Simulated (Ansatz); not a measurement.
# Zn in Ansatz: further runs

Runs on Zn. Level: PBE. Tasks: single point.

All numbers are computed with Ansatz 0.2.0; they aren't measurements. Logs are shortened: lines on timing, memory, paths and dates and some standing lists are left out, and cuts for length are marked.

### 1 The cell of the first run

The cell holds a slab with vacuum, 5 atoms: a = 2.617 Å, b = 2.619 Å, c = 24.717 Å, α = 90.00°, β = 90.00°, γ = 119.98°.

### 2 Single point, PBE (the (0 0 1) slab of Zn, cut from the database cell, not relaxed)

Input file input.yaml:

```yaml
crystal:
  lattice:
    - [2.61697402, 0.0, 0.0]
    - [-1.30848701, 2.2681701736, 0.0]
    - [0.0, 0.0, 24.7167705914]
  atoms:
    - { symbol: Zn, position: [0.3393536486, 0.6787072973, 0.3034376992] }
    - { symbol: Zn, position: [0.0115275509, 0.0230551018, 0.4011997588] }
    - { symbol: Zn, position: [0.3508811995, 0.7017623991, 0.5] }
    - { symbol: Zn, position: [0.6902348482, 0.3804696963, 0.5988002412] }
    - { symbol: Zn, position: [0.3624087504, 0.7248175009, 0.6965623008] }
hamiltonian:
  xc: pbe
  pseudopotentials: { kind: nc, accuracy: stringent }
kpoints:
  mp_grid: { grid: [12, 12, 1] }
scf:
  occupations: { method: fermi_dirac, width: 0.05 }
output:
  forces: true
  eigenvalues: true
efield:
  axis: 3
  dipole_correction: true
  ramp_width: 0.04
```

Potentials or basis: PseudoDojo stringent (PBE files).

Started as:

```sh
ansatz run input.yaml --threads 4 --pin off --max-ram 11264MiB --backend cpu --events-out ev --progress --plain --runs-dir out
```

The log of the run:

```text
Warning: The stringent table, which hamiltonian.pseudopotentials names, holds the potential of the library's standard table for Zn (one content_sha256, or a second file that the publisher made of the same generator input, which states another). The run takes no other species from the library, so that hamiltonian.pseudopotentials.accuracy: standard would change no potential of it. The deck needs no change, but a comparison with a run at hamiltonian.pseudopotentials.accuracy: standard does not test the potential of Zn. With hamiltonian.pseudopotentials.accuracy and source left out a run reads another potential of Zn, from this project's own files. To test it, run on another potential, such as that of hamiltonian.pseudopotentials: {kind: paw}
Warning: RAYON_NUM_THREADS=4 ignored (pool sized by the plan → 4); use --threads N
Engine: ansatz 0.2.0, aarch64-unknown-linux-gnu
Pseudopotentials: kind: nc
Pseudopotential: Zn, nc, valence charge 20, recommended cutoff 1142.878222 eV (normal), Zn.nc.azcp (PseudoDojo's, or run here from an input of PseudoDojo's; its table is named by hamiltonian.pseudopotentials.accuracy)
Functional definition: PBE
  parameter kappa = 0.804
  parameter beta = 0.06672455060314922
  exchange = pbe_x(kappa = kappa, mu = beta*pi^2/3)
  correlation = pbe_c(beta = beta)
Crystal: 5 atoms, lattice volume = 146.712 Å³
Basis set: ecut = 1142.878222 eV, 12827 PW (Γ), exchange–correlation on 60×60×576 points (8 copies of the dense FFT grid, shifted against one another)
Bands: 60, of which v1, the nominal top of the filled ones, is band 50 counted from 1 (49 counted from 0)
Symmetry: 2 space group operations
k-points: 43 of 144 (time reversal used)
Non-local potential: Zn, projectors of the file, l = 0: 2, l = 1: 2, l = 2: 2
Initial density: superposition of atomic densities (neutral atoms: chi_scale 0, normalization atom)
Initial wavefunctions: pseudopotential atomic-orbital guess
Functional: x = pbe(κ = 0.804, μ = 0.2195149727645171), c = pbe(β = 0.06672455060314922)
iter 1 solved again at ethr=1.77e-3 eV; its pass at ethr=3.10e-3 eV (dr2=1.77e0 eV) is discarded
SCF iter   1: F=—  HF=-28441.946373 eV  |F-HF|=—  |Δ(HF+E_count)|=         —  Δρ=3.69e-2  dr2=1.82e0  ethr=1.77e-3  p=0.000 e·Å  D=4.42e-13 V/Å  ΔV_dip=-0.00 eV  dr2_dipole=1.76e-11  V_vac-E_F(+/−)=3.98/3.98 eV  ⟨swp⟩=1.8  Hψ=14341  notcnv=0
efield: sawtooth ramp at fractional position 0.9800 (placed from the atoms, in the widest stretch of the axis that holds none; the zero of the levels goes with the place), width 0.0400; the density the first Hamiltonian is built on has a dipole p = 0.000 e·Å; the dipole correction subtracts the counter field D = 4.42e-13 V/Å, which shifts the + side's vacuum level by -0.00 eV against the − side's; the planar-averaged density in the ramp window peaks in size at 4.0e-9 e/Å³
preconditioner: auto → LDOS  [metal: Δε(μ)=0.022 eV  Ē_g=11.419 eV  σ=0.050 eV  W_gap=0.11  n_scr=20 (ndim 8)  ℏωp=23.7 eV  f_vac=0.484  D(μ)=1.61/eV (n_scr^D=10)  β→1.0]
SCF iter   2: F=—  HF=-28441.503858 eV  |F-HF|=—  |Δ(HF+E_count)|=   4.43e-1  Δρ=2.41e-2  dr2=3.32e-1  ethr=1.77e-3  p=-0.000 e·Å  D=-1.85e-6 V/Å  ΔV_dip=0.00 eV  dr2_dipole=8.69e-10  V_vac-E_F(+/−)=4.12/4.12 eV  ⟨swp⟩=2.9  Hψ=4724  notcnv=0  defer=2
SCF iter   3: F=—  HF=-28441.410770 eV  |F-HF|=—  |Δ(HF+E_count)|=   9.31e-2  Δρ=4.44e-3  dr2=1.91e-2  ethr=3.32e-4  p=-0.000 e·Å  D=-2.26e-6 V/Å  ΔV_dip=0.00 eV  dr2_dipole=3.54e-10  V_vac-E_F(+/−)=4.02/4.02 eV  ⟨swp⟩=2.7  Hψ=5061  notcnv=0  defer=131
SCF iter   4: F=—  HF=-28441.407864 eV  |F-HF|=—  |Δ(HF+E_count)|=   2.91e-3  Δρ=1.11e-3  dr2=1.20e-3  ethr=1.91e-5  p=-0.000 e·Å  D=-8.18e-7 V/Å  ΔV_dip=0.00 eV  dr2_dipole=3.17e-10  V_vac-E_F(+/−)=3.98/3.98 eV  ⟨swp⟩=3.0  Hψ=4711  notcnv=0  defer=131
SCF iter   5: F=—  HF=-28441.407761 eV  |F-HF|=—  |Δ(HF+E_count)|=   1.03e-4  Δρ=2.03e-4  dr2=8.47e-5  ethr=1.20e-6  p=-0.000 e·Å  D=-3.08e-7 V/Å  ΔV_dip=0.00 eV  dr2_dipole=1.76e-10  V_vac-E_F(+/−)=3.95/3.95 eV  ⟨swp⟩=2.1  Hψ=3976  notcnv=0  defer=131
SCF iter   6: F=—  HF=-28441.407952 eV  |F-HF|=—  |Δ(HF+E_count)|=   1.91e-4  Δρ=3.50e-5  dr2=2.62e-6  ethr=8.47e-8  p=-0.000 e·Å  D=-8.73e-8 V/Å  ΔV_dip=0.00 eV  dr2_dipole=1.60e-11  V_vac-E_F(+/−)=3.95/3.95 eV  ⟨swp⟩=2.0  Hψ=3849  notcnv=0  defer=131
SCF iter   7: F=—  HF=-28441.407952 eV  |F-HF|=—  |Δ(HF+E_count)|=   4.65e-7  Δρ=1.46e-5  dr2=2.01e-7  ethr=2.62e-9  p=-0.000 e·Å  D=-1.64e-8 V/Å  ΔV_dip=0.00 eV  dr2_dipole=6.15e-13  V_vac-E_F(+/−)=3.94/3.94 eV  ⟨swp⟩=2.1  Hψ=4277  notcnv=0  defer=131
SCF iter   8: F=-28441.407952 eV  HF=-28441.407952 eV  |F-HF|=4.35e-9  |Δ(HF+E_count)|=   2.79e-8  Δρ=3.40e-6  dr2=7.69e-9  ethr=1.00e-10  p=-0.000 e·Å  D=-1.54e-8 V/Å  ΔV_dip=0.00 eV  dr2_dipole=1.25e-13  V_vac-E_F(+/−)=3.94/3.94 eV  ⟨swp⟩=12.2  Hψ=12644  notcnv=0
SCF 1 converged in 8 iterations: F = -28441.407952 eV  dr2 = 7.69e-9
SCF converged after 8 iterations
Free energy (F): -28441.407952 eV
Harris-Foulkes:  -28441.407952 eV  (|F-HF|=4.35e-9)
Internal energy: -28441.394984 eV  (E = F + TS)
E sigma→0 (E₀):  -28441.401468 eV
Entropy (-TS):   -0.012968 eV (-2.594 meV/atom)
Fermi energy:    5.968446 eV
Dipole field:    D = -0.000001 V/Å  (p = -0.000000 e·Å, saw-weighted, corrected)
Work function:   Φ+ = 3.9420 eV   Φ− = 3.9420 eV
Levels:          The Fermi level and band energies are counted from a zero that moves with the ramp; work functions are not
--- Per-component energies (eV) ---
  E_band       = -3533.522459
  E_kinetic    = 12547.532194
  E_local      = -191001.922790  (includes V_loc(G=0)·N_el)
  E_nonlocal   = -6538.237504
  E_hartree    = 92451.200839
  E_xc         = -3055.201540
  E_vxc        = -3443.277503  (∫ρ·V_xc dr)
  E_efield     = 0.000000  (sawtooth field / dipole correction)
  E_vefield    = 0.000000  (∫n·V_field dr)
  E_ewald      = 67155.233817
  E_smearing   = -0.012968  (= −TS)
  E_closure    = 0.000000  (closes the sum)
  Σ components = -28441.407952   (vs F -28441.407952, Δ=0.00e0)
--- Forces (eV/Å), atoms counted from 1 ---
  atom   1  Zn    -0.00000000     0.01213985    -0.17757885
  atom   2  Zn     0.00000000    -0.00359671     0.03635819
  atom   3  Zn    -0.00000000    -0.00000051    -0.00000190
  atom   4  Zn    -0.00000000     0.00359779    -0.03635783
  atom   5  Zn     0.00000000    -0.01214001     0.17758014
  max |Σ_I F_I| component: 4.11e-7 eV/Å
--- Band table (eV; the first three rows and the last of 43) ---
  k-point 0: bands = ["-120.9893", "-120.9822", "-120.9822", "-120.7014", "-120.7014", "-75.1312", "-75.1240", "-75.1240", "-75.1209", "-75.1189", "-75.1188", "-75.1188", "-75.1188", "-75.1182", "-74.8447", "-74.8447", "-74.8325", "-74.8325", "-74.8324", "-74.8324", "-4.8835", "-4.2634", "-3.4594", "-3.0189", "-3.0065", "-2.2553", "-2.1041", "-2.0538", "-2.0519", "-2.0299", "-2.0264", "-2.0220", "-2.0157", "-1.7406", "-1.7406", "-1.7381", "-1.7381", "-1.7293", "-1.5686", "-1.5600", "-1.4995", "-1.4952", "-1.4203", "-1.4085", "-1.1928", "-1.1920", "-1.1913", "-1.1905", "-0.6422", "1.2825", "2.9397", "5.6389", "8.0941", "9.3358", "10.1838", "10.4979", "12.4402", "12.4969", "15.1687", "15.4721"]
  k-point 1: bands = ["-120.9891", "-120.9820", "-120.9819", "-120.7012", "-120.7012", "-75.1309", "-75.1264", "-75.1246", "-75.1212", "-75.1211", "-75.1205", "-75.1195", "-75.1194", "-75.1181", "-74.8445", "-74.8445", "-74.8347", "-74.8347", "-74.8331", "-74.8331", "-4.6720", "-4.0593", "-3.2873", "-2.8979", "-2.8934", "-2.2355", "-2.1157", "-2.0772", "-2.0549", "-2.0394", "-2.0002", "-1.9752", "-1.9666", "-1.8517", "-1.7722", "-1.7546", "-1.6933", "-1.6904", "-1.5906", "-1.5811", "-1.5746", "-1.5014", "-1.4116", "-1.3997", "-1.2473", "-1.2143", "-1.1992", "-1.1982", "-0.4072", "1.4427", "3.2280", "5.8495", "8.2886", "9.5370", "10.3891", "10.6968", "12.6393", "12.6989", "15.3739", "15.6659"]
  k-point 2: bands = ["-120.9885", "-120.9813", "-120.9813", "-120.7005", "-120.7005", "-75.1330", "-75.1302", "-75.1276", "-75.1272", "-75.1263", "-75.1212", "-75.1211", "-75.1198", "-75.1177", "-74.8438", "-74.8438", "-74.8412", "-74.8412", "-74.8348", "-74.8348", "-4.0631", "-3.4909", "-2.8732", "-2.6286", "-2.6060", "-2.2155", "-2.1556", "-2.1288", "-2.0885", "-2.0549", "-1.9912", "-1.8901", "-1.8571", "-1.8347", "-1.8324", "-1.7890", "-1.7785", "-1.6489", "-1.6156", "-1.5889", "-1.5312", "-1.4875", "-1.4372", "-1.4176", "-1.3408", "-1.2169", "-1.2148", "-1.0207", "0.1314", "1.9169", "4.0353", "6.4790", "8.8703", "10.1396", "11.0018", "11.2919", "13.2301", "13.3000", "15.9722", "16.2121"]
  k-point 42: bands = ["-120.9858", "-120.9787", "-120.9787", "-120.6979", "-120.6979", "-75.1530", "-75.1481", "-75.1479", "-75.1397", "-75.1346", "-75.1345", "-75.1247", "-75.1169", "-75.1167", "-74.8614", "-74.8614", "-74.8481", "-74.8481", "-74.8410", "-74.8410", "-2.4560", "-2.4363", "-2.3982", "-2.3413", "-2.3155", "-2.1853", "-2.1758", "-2.0866", "-2.0386", "-1.9708", "-1.9587", "-1.9285", "-1.8684", "-1.8033", "-1.7234", "-1.7071", "-1.6123", "-1.6099", "-1.5277", "-1.4754", "-1.4410", "-1.3586", "-1.2792", "-1.1450", "-1.1434", "1.6486", "2.2539", "3.2795", "4.6541", "6.1887", "9.0139", "9.1687", "9.3244", "9.8046", "9.8895", "10.9322", "11.0383", "11.2245", "12.1168", "12.3961"]
```

Wall time 36 s (4 threads of Arm Neoverse V1, shared host); peak memory 1.5 GiB.

Results:

| Quantity | Value |
| --- | --- |
| Free energy | -28441.4080 eV |
| Largest force | 0.178 eV/Å |
| Band gap on the k mesh | none (metal or under the smearing width) |
| Work function of the upper face | 3.94 eV |
| Work function of the lower face | 3.94 eV |
| Dipole across the slab | 0.000 e·Å |

Forces on the atoms (eV/Å):
```
Zn   0.000  0.012 -0.178
Zn   0.000 -0.004  0.036
Zn   0.000  0.000  0.000
Zn   0.000  0.004 -0.036
Zn   0.000 -0.012  0.178
```

[end of part 1 of 2]
